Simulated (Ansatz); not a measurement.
Crystal: Gd.

```
Gd
1.0
     3.63600    0.00000    0.00000
    -1.81800    3.14887    0.00000
     0.00000    0.00000    5.78260
Gd
2
Direct
  0.66667 0.33333 0.75000
  0.33333 0.66667 0.25000
```

| Property | Result |
| --- | --- |
| Program | Ansatz 0.2.0 |
| Task | relaxation of cell and atoms |
| Functional | BLYP |
| Potentials or basis | Ansatz PAW |
| Cutoff | 420 eV (not typed: the program's choice for these potentials) |
| k mesh | 8 × 8 × 5 |
| Occupations | fermi-dirac, width 0.05 eV |
| Spin | collinear spin, ferromagnetic start |
| Starting moments | [7.0, 7.0] μB |

At the start: volume 33.10 Å³/atom.

Where does the relaxation end?

It ends after 4 steps and the volume is 34.82 Å³/atom (+5.2 %); space group P6_3/mmc (No. 194, to 0.05 Å); moment 14.96 μB per cell.

The path:
```tsv
step	energy change (eV)	largest force (eV/Å)	volume (Å³)
1	0.0000	0.0000	66.21
2	-0.0172	0.0000	69.18
3	-0.0174	0.0000	69.65
4	-0.0184	0.0000	69.65
```

Final structure:
```xyz
2
Lattice="3.6937 0.0000 0.0000 -1.8469 3.1989 0.0000 0.0000 0.0000 5.8946" Properties=species:S:1:pos:R:3 pbc="T T T"
Gd    1.8469    1.0663    4.4210
Gd    0.0000    2.1326    1.4737
```

Caveat: the plane-wave basis is chosen anew once the cell has moved, so the energies of steps on either side of that aren't comparable; the PAW data sets come from PBE, with cores solved anew for the run's functional, which leaves a small shift of forces and pressure.
